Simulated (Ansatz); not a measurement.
# TiC (P-6m2) in Ansatz: settings compared, part 2 of 2

Ansatz 0.2.0. Earlier steps stand in the parts before.

### Step 4. Single point, PBE

The input, input.yaml:

```yaml
crystal:
  lattice:
    - [3.04209, 0.0, 0.0]
    - [-1.52104, 2.63452, 0.0]
    - [0.0, 0.0, 2.69797]
  atoms:
    - { symbol: Ti, position: [0.0, 0.0, 0.5] }
    - { symbol: C, position: [0.33333, 0.66667, 0.0] }
hamiltonian:
  xc: pbe
  pseudopotentials: { kind: paw }
kpoints:
  mp_grid: { grid: [10, 10, 10] }
scf:
  occupations: { method: gaussian, width: 0.013 }
output:
  forces: true
  stress: true
  eigenvalues: true
  write_density: true
  write_potential: true
  elf: true
  volumetric_format: npy
```

Potentials or basis: Ansatz PAW.

Run with:

```console
$ ansatz run input.yaml --threads 2 --pin off --max-ram 5632MiB --backend cpu --events-out ev --progress --plain --runs-dir out
```

Standard output:

```text
Warning: the atoms were moved onto the symmetric positions of the space group found under crystal.symmetry.tolerance 1.0e-5 (fractional; no operation is sought that the atoms, as they stand in a round, miss by more than twice it, and no atom is moved by as much as it), and the run uses the moved positions. Before a round's move an operation carried an atom to 1.52e-5 Å from where it should land, the largest such distance. Atom 1 (counting from 0) moved farthest, by 1.76e-5 Å; the longest move in fractions of the cell, of whichever atom, is 0.47 of the tolerance, in 1 round. To run the atoms as typed, lower crystal.symmetry.tolerance until the operations that they miss are no longer found, or set crystal.symmetry.detect: false (a key that needs symmetry detection or time reversal refuses this as the deck is read). The positions used, in the order of the run's atom list: position: [-1.8503646491007004e-17, 5.5510939473021013e-17, 0.5]; position: [0.3333333333333333, 0.6666666666666667, 0.0]; The lattice was moved too: crystal.lattice keeps the space group found at crystal.symmetry.tolerance 1.0e-5 only nearly: the operation that it misses by the most changes a squared length by the fraction 6.65e-6. The run uses the lattice that is a stretch of the typed one, with no rotation, onto the one that keeps every operation to a double's rounding (on a very oblique basis the stretch itself rounds by more); the deck's lattice vector that moved farthest moved by 5.07e-6 Å. To run the lattice as typed, set crystal.symmetry.tolerance under 2.84e-6, the least fraction by which an operation that the lattice misses changes a squared length (the same key also sets how far an atom may lie from its image, so lowering it can lose operations that the atoms keep only within it), or set crystal.symmetry.detect: false, as for the atoms. crystal.lattice made exact, in Å and degrees: [[3.042085831189679, -2.886751345946343e-6, 0.0], [-1.5210404155948394, 2.6345250536786344, 0.0], [0.0, 0.0, 2.69797]]. Pasted over the deck's crystal.lattice, beside positions in fractional coordinates, it runs the same cell (given as lengths and angles, that cell in the form's own orientation, a rigid turn of the misfit's size from the one run here, for which a checkpoint.post_process_only pass over this run's state can be refused: where this run relaxes nothing, give such a pass this deck's own crystal.lattice, as typed; behind a relaxation, as crystal.lattice, the state's own cell, identity.cell in its checkpoint.json), and a matrix so pasted ends this notice, except on a very skew basis of the lattice, where the rounding of the pasted numbers themselves can read as a misfit: the cell is then moved again, and that move is told again. The lattice as run is in this notice's lattice.as_run_ang field (Run.prep()["deck_notices"] in Python, the deck_notice line of an events file, deck_notices of ansatz run --dry-run=json, or deck_notices in record.json in the deck's checkpoint.write directory).
Warning: RAYON_NUM_THREADS=2 ignored (pool sized by the plan → 2); use --threads N
Engine: ansatz 0.2.0, x86_64-unknown-linux-gnu
Pseudopotentials: kind: paw
Pseudopotential: Ti, paw, valence charge 12, recommended cutoff 420 eV (normal), Ti.paw.azcp
Pseudopotential: C, paw, valence charge 4, recommended cutoff 420 eV (normal), C.paw.azcp
Functional definition: PBE
  parameter kappa = 0.804
  parameter beta = 0.06672455060314922
  exchange = pbe_x(kappa = kappa, mu = beta*pi^2/3)
  correlation = pbe_c(beta = beta)
Crystal: 2 atoms, lattice volume = 21.623 Å³
Basis set: ecut = 420 eV, 417 PW (Γ), exchange–correlation on 48×48×40 points (8 copies of the dense FFT grid, shifted against one another)
Bands: 12, of which v1, the nominal top of the filled ones, is band 8 counted from 1 (7 counted from 0)
Symmetry: 12 space group operations
Space group: P-6m2 (ITA 187), of the structure as read, at distance tolerance 2.8e-5 Å
k-points: 84 of 1000 (time reversal used)
Non-local potential: Ti, projectors of the file, l = 0: 3, l = 1: 2, l = 2: 3, l = 3: 1
Non-local potential: C, projectors of the file, l = 0: 2, l = 1: 2, l = 2: 1
PAW form: soft (Blöchl's): semilocal exchange-correlation on the pseudo side does not see the compensation charge
PAW one-centre angular grid: Ti, 590 points (default); XC on 64 Gauss nodes
PAW one-centre angular grid: C, 110 points (default); XC on 64 Gauss nodes
Initial density: superposition of atomic densities (neutral atoms: chi_scale 0, normalization atom), corrected by the library's trained network
Initial wavefunctions: pseudopotential atomic-orbital guess
Functional: x = pbe(κ = 0.804, μ = 0.2195149727645171), c = pbe(β = 0.06672455060314922)
SCF iter   1: F=—  HF=-2750.910687 eV  |F-HF|=—  |Δ(HF+E_count)|=         —  Δρ=7.06e-3  dr2=7.39e-3  ethr=1.77e-3  ⟨swp⟩=4.3  Hψ=4837  notcnv=0
preconditioner: auto → none  [insulator: Δε(μ)=0.037 eV  Ē_g=7.207 eV  σ=0.013 eV  W_gap=0.96  n_scr=8 (ndim 8)  ℏωp=22.6 eV  f_vac=0.000  D(μ)=0.18/eV (n_scr^D=0)  ε∞_Penn≈10.8]
SCF iter   2: F=—  HF=-2750.911237 eV  |F-HF|=—  |Δ(HF+E_count)|=   5.49e-4  Δρ=3.33e-3  dr2=1.36e-3  ethr=4.62e-5  ⟨swp⟩=2.0  Hψ=2012  notcnv=0
SCF iter   3: F=—  HF=-2750.912011 eV  |F-HF|=—  |Δ(HF+E_count)|=   7.75e-4  Δρ=4.70e-4  dr2=2.68e-5  ethr=8.48e-6  ⟨swp⟩=2.4  Hψ=1615  notcnv=0
SCF iter   4: F=—  HF=-2750.912014 eV  |F-HF|=—  |Δ(HF+E_count)|=   2.35e-6  Δρ=4.25e-5  dr2=1.63e-7  ethr=1.68e-7  ⟨swp⟩=2.7  Hψ=1582  notcnv=0
iter 5 did not close the SCF: its close was put off for the readings that it lacked (scf_convergence_deferred on its scf_iter line)
SCF iter   5: F=-2750.912014 eV  HF=-2750.912014 eV  |F-HF|=2.37e-9  |Δ(HF+E_count)|=   2.49e-7  Δρ=7.37e-6  dr2=7.63e-9  ethr=1.02e-9  ⟨swp⟩=2.3  Hψ=1556  notcnv=0
SCF iter   6: F=-2750.912014 eV  HF=-2750.912014 eV  |F-HF|=8.32e-11  |Δ(HF+E_count)|=   5.79e-9  Δρ=1.11e-6  dr2=1.82e-10  ethr=4.77e-11  ⟨swp⟩=4.4  Hψ=4691  notcnv=0
SCF 1 converged in 6 iterations: F = -2750.912014 eV  dr2 = 1.82e-10
SCF converged after 6 iterations
Free energy (F): -2750.912014 eV
Harris-Foulkes:  -2750.912014 eV  (|F-HF|=8.32e-11)
Internal energy: -2750.912001 eV  (E = F + TS)
E sigma→0 (E₀):  -2750.912008 eV
Entropy (-TS):   -0.000013 eV (-0.006 meV/atom)
Fermi energy:    13.594660 eV
--- Per-component energies (eV) ---
  E_band       = -124.542016
  E_kinetic    = 361.271628
  E_local      = -838.175406  (includes V_loc(G=0)·N_el)
  E_nonlocal   = 32.957678
  E_hartree    = 339.071277
  E_xc         = -146.617164
  E_vxc        = -183.011688  (∫ρ·V_xc dr)
  E_paw        = -1145.547481  (= ΣΔE_a)
  E_vpaw       = -175.726490  (= ΣTr[D̂ρ^β])
  E_aug_tail   = 0.000136  (compensation charges beyond the density's cutoff)
  E_ewald      = -1353.872669
  E_smearing   = -0.000013  (= −TS)
  E_closure    = -0.000000  (closes the sum)
  Σ components = -2750.912014   (vs F -2750.912014, Δ=0.00e0)
--- Forces (eV/Å), atoms counted from 1 ---
  atom   1  Ti     0.00000000    -0.00000000     0.00000000
  atom   2  C     -0.00000000    -0.00000000     0.00000000
  max |Σ_I F_I| component: 4.81e-16 eV/Å
--- Stress (GPa, compression-positive) ---
        0.160020      -0.000000       0.000000
       -0.000000       0.160020       0.000000
        0.000000       0.000000      -0.067230
  P = ⅓ Tr σ = 0.0843 GPa (0.843 kbar)
--- Band table (eV; the first three rows and the last of 84) ---
  k-point 0: bands = ["-42.9232", "-19.0871", "-19.0871", "-18.6399", "1.5940", "11.9977", "11.9977", "12.6257", "15.8896", "16.9295", "16.9295", "19.2751"]
  k-point 1: bands = ["-42.9138", "-19.0797", "-19.0797", "-18.7152", "1.7916", "12.1038", "12.1038", "12.4133", "15.8206", "16.5031", "16.5031", "19.4350"]
  k-point 2: bands = ["-42.8892", "-19.0602", "-19.0602", "-18.9091", "2.3565", "11.5448", "12.3947", "12.3947", "15.6989", "15.6989", "16.1055", "19.4755"]
  k-point 83: bands = ["-42.7690", "-19.2886", "-19.2857", "-19.2127", "4.9983", "9.2387", "9.8379", "13.1034", "14.6524", "17.7095", "18.3881", "18.6606"]
```

rho_z.tsv:

```text
# z_ang	rho[e/angstrom^3]
# format = ansatz-planar-average/11
# lattice	3.042085831	-0.000002887	0.000000000
# lattice	-1.521040416	2.634525054	0.000000000
# lattice	0.000000000	0.000000000	2.697970000
# sites	2
# site	22	-0.000000000	0.000000000	1.348985000
# site	6	0.000001667	1.756349074	0.000000000
0.000000	5.360395e-1
0.134899	5.262595e-1
0.269797	4.991649e-1
0.404696	4.642373e-1
0.539594	4.467317e-1
0.674493	4.952918e-1
[... 12 lines left out ...]
2.428173	4.991649e-1
2.563071	5.262595e-1
```

v_z.tsv:

```text
# z_ang	v_es[eV]	v_tot[eV]
# format = ansatz-planar-average/11
# xc	pbe
# density_cutoff_ev	1680
# datasets	Ti=:simpson_from_first_knot:soft	C=:simpson_from_first_knot:soft
# lattice	3.042085831	-0.000002887	0.000000000
# lattice	-1.521040416	2.634525054	0.000000000
# lattice	0.000000000	0.000000000	2.697970000
# sites	2
# site	22	-0.000000000	0.000000000	1.348985000
# site	6	0.000001667	1.756349074	0.000000000
0.000000	6.036658e0	-6.207491e0
0.134899	6.477363e0	-5.699514e0
0.269797	7.543443e0	-4.412393e0
0.404696	8.544393e0	-3.162220e0
0.539594	8.737365e0	-2.864087e0
0.674493	7.805070e0	-3.870369e0
[... 12 lines left out ...]
2.428173	7.543443e0	-4.412393e0
2.563071	6.477363e0	-5.699514e0
```

It took 1.1 s on 2 threads of Intel Xeon Platinum 8488C (Sapphire Rapids), shared host; peak memory 0.38 GiB.

What came out:

```
Free energy            : -2750.9120 eV
Pressure               : 0.1 GPa
Band gap on the k mesh : none (metal or under the smearing width)
```

Stress tensor (GPa, compression positive):
```
 0.16  0.00  0.00
 0.00  0.16  0.00
 0.00  0.00 -0.07
```

### Step 5. Single point, PBE

Changes to input.yaml since step 4:

```diff
@@ -14,3 +14,3 @@
 scf:
-  occupations: { method: gaussian, width: 0.013 }
+  occupations: { method: gaussian, width: 0.014 }
 output:
@@ -19,5 +19 @@
   eigenvalues: true
-  write_density: true
-  write_potential: true
-  elf: true
-  volumetric_format: npy
```

Run with:

```console
$ ansatz run input.yaml --threads 2 --pin off --max-ram 5632MiB --backend cpu --events-out ev --progress --plain --runs-dir out
```

It took 0.83 s on 2 threads of Intel Xeon Platinum 8488C (Sapphire Rapids), shared host; peak memory 0.35 GiB.

It converged, with:

```yaml
Free_energy: -2750.9120 eV
Pressure: 0.1 GPa
Band_gap_on_the_k_mesh: none (metal or under the smearing width)
```

Stress tensor (GPa, compression positive):
```
 0.16  0.00  0.00
 0.00  0.16  0.00
 0.00  0.00 -0.06
```

Levels at points of the mesh, in eV from the Fermi level:
| k point | band 4 | band 5 | band 6 | band 7 | band 8 | band 9 | band 10 | band 11 | band 12 |
| --- | --- | --- | --- | --- | --- | --- | --- | --- | --- |
| (0.00, 0.00, 0.00) | -32.23 | -12.00 | -1.60 | -1.60 | -0.97 | 2.29 | 3.33 | 3.33 | 5.68 |
| (0.00, 0.00, -0.50) | -32.60 | -8.87 | -5.60 | -0.51 | -0.51 | 1.14 | 1.14 | 4.70 | 4.73 |
| (0.00, -0.50, 0.00) | -32.19 | -9.60 | -4.87 | -0.76 | -0.31 | 0.21 | 3.04 | 3.48 | 3.73 |
| (0.00, -0.50, -0.50) | -32.68 | -8.79 | -4.01 | -2.57 | -2.23 | 1.49 | 3.29 | 4.35 | 5.57 |

### Step 6. Single point, PBE

Changes to input.yaml since step 5:

```diff
@@ -14,3 +14,3 @@
 scf:
-  occupations: { method: gaussian, width: 0.014 }
+  occupations: { method: gaussian, width: 0.015 }
 output:
@@ -19 +19,5 @@
   eigenvalues: true
+  write_density: true
+  write_potential: true
+  elf: true
+  volumetric_format: npy
```

Potentials or basis: Ansatz PAW.

Run with:

```console
$ ansatz run input.yaml --threads 2 --pin off --max-ram 5632MiB --backend cpu --events-out ev --progress --plain --runs-dir out
```

Standard output:

```text
Warning: the atoms were moved onto the symmetric positions of the space group found under crystal.symmetry.tolerance 1.0e-5 (fractional; no operation is sought that the atoms, as they stand in a round, miss by more than twice it, and no atom is moved by as much as it), and the run uses the moved positions. Before a round's move an operation carried an atom to 1.52e-5 Å from where it should land, the largest such distance. Atom 1 (counting from 0) moved farthest, by 1.76e-5 Å; the longest move in fractions of the cell, of whichever atom, is 0.47 of the tolerance, in 1 round. To run the atoms as typed, lower crystal.symmetry.tolerance until the operations that they miss are no longer found, or set crystal.symmetry.detect: false (a key that needs symmetry detection or time reversal refuses this as the deck is read). The positions used, in the order of the run's atom list: position: [-1.8503646491007004e-17, 5.5510939473021013e-17, 0.5]; position: [0.3333333333333333, 0.6666666666666667, 0.0]; The lattice was moved too: crystal.lattice keeps the space group found at crystal.symmetry.tolerance 1.0e-5 only nearly: the operation that it misses by the most changes a squared length by the fraction 6.65e-6. The run uses the lattice that is a stretch of the typed one, with no rotation, onto the one that keeps every operation to a double's rounding (on a very oblique basis the stretch itself rounds by more); the deck's lattice vector that moved farthest moved by 5.07e-6 Å. To run the lattice as typed, set crystal.symmetry.tolerance under 2.84e-6, the least fraction by which an operation that the lattice misses changes a squared length (the same key also sets how far an atom may lie from its image, so lowering it can lose operations that the atoms keep only within it), or set crystal.symmetry.detect: false, as for the atoms. crystal.lattice made exact, in Å and degrees: [[3.042085831189679, -2.886751345946343e-6, 0.0], [-1.5210404155948394, 2.6345250536786344, 0.0], [0.0, 0.0, 2.69797]]. Pasted over the deck's crystal.lattice, beside positions in fractional coordinates, it runs the same cell (given as lengths and angles, that cell in the form's own orientation, a rigid turn of the misfit's size from the one run here, for which a checkpoint.post_process_only pass over this run's state can be refused: where this run relaxes nothing, give such a pass this deck's own crystal.lattice, as typed; behind a relaxation, as crystal.lattice, the state's own cell, identity.cell in its checkpoint.json), and a matrix so pasted ends this notice, except on a very skew basis of the lattice, where the rounding of the pasted numbers themselves can read as a misfit: the cell is then moved again, and that move is told again. The lattice as run is in this notice's lattice.as_run_ang field (Run.prep()["deck_notices"] in Python, the deck_notice line of an events file, deck_notices of ansatz run --dry-run=json, or deck_notices in record.json in the deck's checkpoint.write directory).
Warning: RAYON_NUM_THREADS=2 ignored (pool sized by the plan → 2); use --threads N
[... 9 set-up lines as earlier in the session ...]
Crystal: 2 atoms, lattice volume = 21.623 Å³
Basis set: ecut = 420 eV, 417 PW (Γ), exchange–correlation on 48×48×40 points (8 copies of the dense FFT grid, shifted against one another)
Bands: 12, of which v1, the nominal top of the filled ones, is band 8 counted from 1 (7 counted from 0)
[... 2 set-up lines as earlier in the session ...]
k-points: 84 of 1000 (time reversal used)
[... 8 set-up lines as earlier in the session ...]
SCF iter   1: F=—  HF=-2750.910691 eV  |F-HF|=—  |Δ(HF+E_count)|=         —  Δρ=7.06e-3  dr2=7.38e-3  ethr=1.77e-3  ⟨swp⟩=4.3  Hψ=4837  notcnv=0
preconditioner: auto → none  [insulator: Δε(μ)=0.037 eV  Ē_g=7.207 eV  σ=0.015 eV  W_gap=0.92  n_scr=8 (ndim 8)  ℏωp=22.6 eV  f_vac=0.000  D(μ)=0.29/eV (n_scr^D=0)  ε∞_Penn≈10.8]
SCF iter   2: F=—  HF=-2750.911240 eV  |F-HF|=—  |Δ(HF+E_count)|=   5.49e-4  Δρ=3.33e-3  dr2=1.36e-3  ethr=4.61e-5  ⟨swp⟩=2.0  Hψ=2012  notcnv=0
SCF iter   3: F=—  HF=-2750.912013 eV  |F-HF|=—  |Δ(HF+E_count)|=   7.74e-4  Δρ=4.69e-4  dr2=2.68e-5  ethr=8.47e-6  ⟨swp⟩=2.4  Hψ=1615  notcnv=0
SCF iter   4: F=—  HF=-2750.912016 eV  |F-HF|=—  |Δ(HF+E_count)|=   3.05e-6  Δρ=4.23e-5  dr2=1.61e-7  ethr=1.67e-7  ⟨swp⟩=2.8  Hψ=1608  notcnv=0
iter 5 did not close the SCF: its close was put off for the readings that it lacked (scf_convergence_deferred on its scf_iter line)
SCF iter   5: F=-2750.912017 eV  HF=-2750.912017 eV  |F-HF|=2.27e-9  |Δ(HF+E_count)|=   2.47e-7  Δρ=7.20e-6  dr2=7.29e-9  ethr=1.01e-9  ⟨swp⟩=2.4  Hψ=1566  notcnv=0
SCF iter   6: F=-2750.912017 eV  HF=-2750.912017 eV  |F-HF|=7.37e-11  |Δ(HF+E_count)|=   5.53e-9  Δρ=1.07e-6  dr2=1.69e-10  ethr=4.56e-11  ⟨swp⟩=4.4  Hψ=4689  notcnv=0
SCF 1 converged in 6 iterations: F = -2750.912017 eV  dr2 = 1.69e-10
SCF converged after 6 iterations
Free energy (F): -2750.912017 eV
Harris-Foulkes:  -2750.912017 eV  (|F-HF|=7.37e-11)
Internal energy: -2750.911989 eV  (E = F + TS)
E sigma→0 (E₀):  -2750.912003 eV
Entropy (-TS):   -0.000027 eV (-0.014 meV/atom)
Fermi energy:    13.594792 eV
--- Per-component energies (eV) ---
  E_band       = -124.541716
  E_kinetic    = 361.271342
  E_local      = -838.175663  (includes V_loc(G=0)·N_el)
  E_nonlocal   = 32.957874
  E_hartree    = 339.071583
  E_xc         = -146.617060
  E_vxc        = -183.011556  (∫ρ·V_xc dr)
  E_paw        = -1145.547532  (= ΣΔE_a)
  E_vpaw       = -175.726601  (= ΣTr[D̂ρ^β])
  E_aug_tail   = 0.000136  (compensation charges beyond the density's cutoff)
  E_ewald      = -1353.872669
  E_smearing   = -0.000027  (= −TS)
  E_closure    = 0.000000  (closes the sum)
  Σ components = -2750.912017   (vs F -2750.912017, Δ=0.00e0)
--- Forces (eV/Å), atoms counted from 1 ---
  atom   1  Ti     0.00000000    -0.00000000     0.00000000
  atom   2  C     -0.00000000    -0.00000000     0.00000000
  max |Σ_I F_I| component: 5.18e-16 eV/Å
--- Stress (GPa, compression-positive) ---
        0.153677      -0.000000       0.000000
       -0.000000       0.153677       0.000000
        0.000000       0.000000      -0.057086
  P = ⅓ Tr σ = 0.0834 GPa (0.834 kbar)
--- Band table (eV; the first three rows and the last of 84) ---
  k-point 0: bands = ["-42.9231", "-19.0870", "-19.0870", "-18.6398", "1.5939", "11.9976", "11.9976", "12.6258", "15.8895", "16.9296", "16.9296", "19.2751"]
  k-point 1: bands = ["-42.9137", "-19.0796", "-19.0796", "-18.7151", "1.7915", "12.1037", "12.1037", "12.4134", "15.8206", "16.5032", "16.5032", "19.4349"]
  k-point 2: bands = ["-42.8891", "-19.0601", "-19.0601", "-18.9090", "2.3565", "11.5448", "12.3947", "12.3947", "15.6989", "15.6989", "16.1055", "19.4755"]
  k-point 83: bands = ["-42.7689", "-19.2886", "-19.2855", "-19.2126", "4.9982", "9.2387", "9.8379", "13.1033", "14.6525", "17.7096", "18.3882", "18.6606"]
```

v_z.tsv:

```text
# z_ang	v_es[eV]	v_tot[eV]
# format = ansatz-planar-average/11
# xc	pbe
# density_cutoff_ev	1680
# datasets	Ti=:simpson_from_first_knot:soft	C=:simpson_from_first_knot:soft
# lattice	3.042085831	-0.000002887	0.000000000
# lattice	-1.521040416	2.634525054	0.000000000
# lattice	0.000000000	0.000000000	2.697970000
# sites	2
# site	22	-0.000000000	0.000000000	1.348985000
# site	6	0.000001667	1.756349074	0.000000000
0.000000	6.036533e0	-6.207586e0
0.134899	6.477251e0	-5.699601e0
0.269797	7.543362e0	-4.412466e0
0.404696	8.544351e0	-3.162272e0
0.539594	8.737360e0	-2.864113e0
0.674493	7.805094e0	-3.870370e0
[... 12 lines left out ...]
2.428173	7.543362e0	-4.412466e0
2.563071	6.477251e0	-5.699601e0
```

It took 1.1 s on 2 threads of Intel Xeon Platinum 8488C (Sapphire Rapids), shared host; peak memory 0.37 GiB.

What came out:

```
Free energy            : -2750.9120 eV
Pressure               : 0.1 GPa
Band gap on the k mesh : none (metal or under the smearing width)
```

Stress tensor (GPa, compression positive):
```
 0.15  0.00  0.00
 0.00  0.15  0.00
 0.00  0.00 -0.06
```

Levels at points of the mesh, in eV from the Fermi level:
```
             k point  band 4  band 5  band 6  band 7  band 8  band 9  band 10  band 11  band 12
  (0.00, 0.00, 0.00)  -32.23  -12.00   -1.60   -1.60   -0.97    2.29     3.33     3.33     5.68
 (0.00, 0.00, -0.50)  -32.60   -8.87   -5.60   -0.51   -0.51    1.14     1.14     4.70     4.73
 (0.00, -0.50, 0.00)  -32.19   -9.60   -4.87   -0.76   -0.31    0.21     3.04     3.48     3.73
(0.00, -0.50, -0.50)  -32.68   -8.79   -4.01   -2.57   -2.23    1.49     3.29     4.35     5.57
```

### Step 7. Overview

```tsv
task	level	cell	smearing	gap on the mesh (eV)	pressure (GPa)
relaxation of cell and atoms	BLYP	relaxed	fermi-dirac 0.05 eV	none	0.0
single point	PBE	as given	gaussian 0.012 eV	-	0.1
single point	PBE	as given	gaussian 0.013 eV	none	0.1
single point	PBE	as given	gaussian 0.014 eV	none	0.1
single point	PBE	as given	gaussian 0.015 eV	none	0.1
```

Alike in all rows: potentials or basis Ansatz PAW; no spin polarisation; k mesh 10 × 10 × 10; cutoff (eV) 420.

Every run on the cell as given and a fine mesh finds a metal.

Caveats: the plane-wave basis is chosen anew once the cell has moved, so the energies of steps on either side of that aren't comparable (some runs); the PAW data sets come from PBE, with cores solved anew for the run's functional, which leaves a small shift of forces and pressure (some runs).

Absolute energies hang on the potentials; compare differences alone.
